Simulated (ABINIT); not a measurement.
# ZnSe (Stilleite) (F-43m) in ABINIT: further runs, part 2 of 2

ABINIT 10.8.3 (patched build). The steps go on from the part before.

**3. Band structure, PBE, spin-orbit coupling, no magnetisation**

Contents of run.abi:

```
# Datasets: ground state, then fixed potential
ndtset 2

# Pseudopotentials
pp_dirpath "./"
pseudos "Se.GGA_PBE-JTH.xml, Zn.GGA_PBE-JTH.xml"

# Structure
acell 3*1.0
rprim
     0.0000000000     5.3551058920     5.3551058920
     5.3551058920     0.0000000000     5.3551058920
     5.3551058920     5.3551058920     0.0000000000
ntypat 2
znucl 34 30
natom 2
typat 1 2
xred
     0.7500000000     0.7500000000     0.7500000000
     0.0000000000     0.0000000000     0.0000000000

# Plane-wave basis
ecut 598.650497 eV
pawecutdg 44.0
pawxcdev 0

# Exchange and correlation
ixc 11

# Bands and occupations
occopt 3
tsmear 0.05 eV

# Spin
nspinor 2
nspden 1
pawspnorb 1

# SCF cycle
nstep 100

# Output
iomode 3
prtwf 0
prteig 0
prtebands 0
prtden1 1

# Dataset 1
kptopt1 4
ngkpt1 8 8 8
nshiftk1 1
shiftk1 0.0 0.0 0.0
nband1 26
tolvrs1 1.0e-9

# Dataset 2: bands along G-X-W-K-G-L-U-W-L-K
iscf2 -2
getden2 1
nband2 38
nbdbuf2 8
tolwfr2 1.0e-11
kptopt2 -9
ndivsm2 8
prteig2 1
kptbounds2
     0.0000000000     0.0000000000     0.0000000000
     0.5000000000     0.0000000000     0.5000000000
     0.5000000000     0.2500000000     0.7500000000
     0.3750000000     0.3750000000     0.7500000000
     0.0000000000     0.0000000000     0.0000000000
     0.5000000000     0.5000000000     0.5000000000
     0.6250000000     0.2500000000     0.6250000000
     0.5000000000     0.2500000000     0.7500000000
     0.5000000000     0.5000000000     0.5000000000
     0.3750000000     0.3750000000     0.7500000000
```

Potentials or basis: JTH PAW PBE v2.0.

Launch:

```sh
> abinit run.abi > log 2>&1
```

run.abo:

```text
.Version 10.8.3 of ABINIT
 DATASET    1 : space group F2 3 (#196); Bravais cF (face-center cubic)
================================================================================
 Values of the parameters that define the memory need for DATASET  1.
     intxc =       0    ionmov =       0      iscf =      17    lmnmax =      18
     lnmax =       6     mgfft =      32  mpssoang =       3    mqgrid =    3001
     natom =       2  nloc_mem =       2    nspden =       1   nspinor =       2
    nsppol =       1      nsym =      12    n1xccc =       1    ntypat =       2
    occopt =       3   xclevel =       2
       mpw =        1540          nfft =       32768          nkpt =          52
 PAW method is used; the additional fine FFT grid is defined by:
   mgfftf=        48    nfftf =    110592
================================================================================
================================================================================

 DATASET    2 : space group F2 3 (#196); Bravais cF (face-center cubic)
================================================================================
 Values of the parameters that define the memory need for DATASET  2.
     intxc =       0    ionmov =       0      iscf =      -2    lmnmax =      18
     lnmax =       6     mgfft =      32  mpssoang =       3    mqgrid =    3001
     natom =       2  nloc_mem =       2    nspden =       1   nspinor =       2
    nsppol =       1      nsym =      12    n1xccc =       1    ntypat =       2
    occopt =       3   xclevel =       2
       mpw =        1540          nfft =       32768          nkpt =         139
 PAW method is used; the additional fine FFT grid is defined by:
   mgfftf=        48    nfftf =    110592
================================================================================
[... 2184 lines left out ...]
       0.000000000000      0.000000000000      0.000000000000

 cartesian coordinates (angstrom) at end:
    1      4.25069999714445     4.25069999714445     4.25069999714445
    2      0.00000000000000     0.00000000000000     0.00000000000000
 length scales=  1.000000000000  1.000000000000  1.000000000000 bohr
              =  0.529177210544  0.529177210544  0.529177210544 angstroms
 Eigenvalues (hartree) for nkpt= 139  k points:
 kpt#   1, nband= 38, wtk=  1.00000, kpt=  0.0000  0.0000  0.0000 (reduced coord)
  -0.39242   -0.39242   -0.14955   -0.14955   -0.14955   -0.14955   -0.14144   -0.14144
  -0.12978   -0.12978   -0.12978   -0.12978    0.08560    0.08560    0.09944    0.09944
   0.09944    0.09944    0.14235    0.14235    0.30450    0.30450    0.31024    0.31024
   0.31024    0.31024    0.46201    0.46201    0.51872    0.51872    0.51872    0.51872
   0.57674    0.57674    0.57798    0.57798    0.57798    0.57798
 kpt#   2, nband= 38, wtk=  1.00000, kpt=  0.0217  0.0000  0.0217 (reduced coord)
  -0.39227   -0.39227   -0.14960   -0.14960   -0.14946   -0.14946   -0.14142   -0.14142
  -0.12987   -0.12987   -0.12969   -0.12969    0.08436    0.08436    0.09711    0.09711
   0.09888    0.09888    0.14558    0.14558    0.30456    0.30456    0.30992    0.30992
   0.31102    0.31102    0.46368    0.46368    0.51374    0.51374    0.51897    0.51897
   0.57769    0.57769    0.57860    0.57860    0.58131    0.58131
 kpt#   3, nband= 38, wtk=  1.00000, kpt=  0.0435  0.0000  0.0435 (reduced coord)
  -0.39181   -0.39181   -0.14963   -0.14963   -0.14933   -0.14933   -0.14137   -0.14137
  -0.12996   -0.12996   -0.12961   -0.12961    0.08015    0.08015    0.09235    0.09235
   0.09722    0.09722    0.15350    0.15350    0.30304    0.30304    0.31077    0.31077
   0.31335    0.31335    0.46845    0.46845    0.50193    0.50193    0.51972    0.51972
[... 803 lines left out ...]
   0.42003    0.42019    0.45051    0.45351    0.53034    0.53072    0.65875    0.65880
   0.69004    0.69034    0.72870    0.72876    0.75495    0.77880
 kpt# 138, nband= 38, wtk=  1.00000, kpt=  0.3839  0.3839  0.7321 (reduced coord)
  -0.35472   -0.35465   -0.14706   -0.14468   -0.14172   -0.13606   -0.13596   -0.13397
  -0.12916   -0.12705   -0.12115   -0.11854   -0.08061   -0.07630   -0.02157   -0.01737
   0.03119    0.03125    0.22851    0.22876    0.30595    0.31039    0.41797    0.42000
   0.42917    0.42940    0.44493    0.44869    0.53316    0.53355    0.66308    0.66316
   0.70985    0.70989    0.72740    0.72755    0.74393    0.74402
 kpt# 139, nband= 38, wtk=  1.00000, kpt=  0.3750  0.3750  0.7500 (reduced coord)
  -0.35437   -0.35430   -0.14714   -0.14450   -0.14180   -0.13617   -0.13603   -0.13364
  -0.12943   -0.12700   -0.12098   -0.11848   -0.08064   -0.07647   -0.02078   -0.01671
   0.02910    0.02913    0.22643    0.22657    0.29852    0.30248    0.42722    0.42734
   0.43665    0.43704    0.44450    0.44984    0.53876    0.53915    0.66135    0.66136
   0.72045    0.72062    0.72554    0.72673    0.73831    0.73870

== END DATASET(S) ==============================================================
================================================================================

 -outvars: echo values of variables after computation  --------
            acell      1.0000000000E+00  1.0000000000E+00  1.0000000000E+00 Bohr
           etotal1    -7.3942840247E+01
            fcart1     7.8565358856E-31  7.8565358856E-31 -7.8565358856E-31
                      -7.8565358856E-31 -7.8565358856E-31  7.8565358856E-31
            rprim      0.0000000000E+00  5.3551058920E+00  5.3551058920E+00
                       5.3551058920E+00  0.0000000000E+00  5.3551058920E+00
                       5.3551058920E+00  5.3551058920E+00  0.0000000000E+00
           strten1    -6.8346356646E-05 -6.8346356646E-05 -6.8346356646E-05
                       0.0000000000E+00  0.0000000000E+00  0.0000000000E+00
           xangst      4.2506999971E+00  4.2506999971E+00  4.2506999971E+00
                       0.0000000000E+00  0.0000000000E+00  0.0000000000E+00
             xred      7.5000000000E-01  7.5000000000E-01  7.5000000000E-01
                       0.0000000000E+00  0.0000000000E+00  0.0000000000E+00
 Calculation completed.
```

Wall time 13 min (1 thread of Arm Neoverse V1, shared host); peak memory 0.35 GiB.

Results:

| Item | Value |
| --- | --- |
| Free energy | -2012.0872 eV |
| Pressure | 2.0 GPa |
| Band gap on the k mesh | 1.17 eV, direct |
| Band gap along the path | 1.17 eV, direct |
| Valence electrons inside the program's atomic spheres | Se 4.01; Zn 10.76 |

Levels at the corners of the path, in eV from the valence-band top:
```
point  band 16  band 17  band 18  band 19  band 20  band 21
    Γ     0.00     0.00     0.00     1.17     1.17     5.58
    X    -2.40    -2.23    -2.23     2.86     2.86     3.33
    W    -2.82    -2.77    -2.76     5.25     5.36     5.44
    K    -3.16    -1.91    -1.91     3.46     3.46     5.42
    Γ     0.00     0.00     0.00     1.17     1.17     5.58
    L    -1.11    -0.88    -0.88     2.41     2.41     6.23
    U    -3.16    -1.91    -1.91     3.46     3.46     5.42
    W    -2.82    -2.77    -2.76     5.25     5.36     5.44
    L    -1.11    -0.88    -0.88     2.41     2.41     6.23
    K    -3.16    -1.91    -1.91     3.46     3.46     5.42
```

**4. Against experiment**

Step 2. Measured gap of ZnSe: 2.695 eV (an exciton energy, a little under the gap; 300 K; “Alloy Disordering Effects on the Thermal Conductivity and Energy Gap Temperature Dependence of Cd1−xZnxSe Ternary Crystals Grown by the Bridgman Method”, 2023, pmc:10253836). This calculation gives 1.29 eV (-1.40 eV). So large a miss can be the level of theory's own, or it may mean another phase, state or a wrong row. Spin-orbit coupling on Se is left out. The value is that of PBE, without temperature or zero-point motion. Semilocal functionals fall short of measured gaps as a rule.

Step 3. Measured gap of ZnSe: 2.695 eV (an exciton energy, a little under the gap; 300 K; “Alloy Disordering Effects on the Thermal Conductivity and Energy Gap Temperature Dependence of Cd1−xZnxSe Ternary Crystals Grown by the Bridgman Method”, 2023, pmc:10253836). This calculation gives 1.17 eV (-1.53 eV). So large a miss can be the level of theory's own, or it may mean another phase, state or a wrong row. The value is that of PBE, without temperature or zero-point motion. Semilocal functionals fall short of measured gaps as a rule.
